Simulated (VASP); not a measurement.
# Sn: Mössbauer parameters, 5 variants

Sn, I4_1/amd (no. 141), 2 atoms in the cell. PBE, Moessbauer parameters; PAW potentials Sn_d (PBE set).

| Cell | Quadrupole splitting of the first site (mm/s) | Time (s) |
|---|---|---|
| strain = -0.02 | -0.28 | 68 |
| strain = -0.01 | -0.33 | 68 |
| as given | -0.35 | 66 |
| strain = 0.01 | -0.38 | 70 |
| strain = 0.02 | -0.41 | 78 |

## Input of the first row

INCAR:
```
SYSTEM = Sn
  ALGO = Normal
  EDIFF = 1E-7
  ENCUT = 400
  GGA = PE
  ISMEAR = 1
  KPAR = 2
  LASPH = .TRUE.
  LCHARG = .FALSE.
  LEFG = .TRUE.
  LREAL = .FALSE.
  LWAVE = .FALSE.
  NELM = 120
  PREC = Accurate
  QUAD_EFG = -132
  SIGMA = 0.1
```

KPOINTS:
```
k-points
0
Gamma
  15 15 15
```

POSCAR:
```
Sn
1.0
   -2.9401404553      2.9401404553      1.5673159491
    2.9401404553     -2.9401404553      1.5673159491
    2.9401404553      2.9401404553     -1.5673159491
Sn
2
Direct
    0.0000000000      0.0000000000      0.0000000000
    0.7500000000      0.2500000000      0.5000000000
```

Commands:
```
cat potpaw_PBE.64/Sn_d/POTCAR > POTCAR
mpirun -np 2 vasp_std > vasp.out
```

VASP 6.6.1 took 68 s on 2 cores (Intel Xeon Platinum 8488C (Sapphire Rapids)), a shared host.
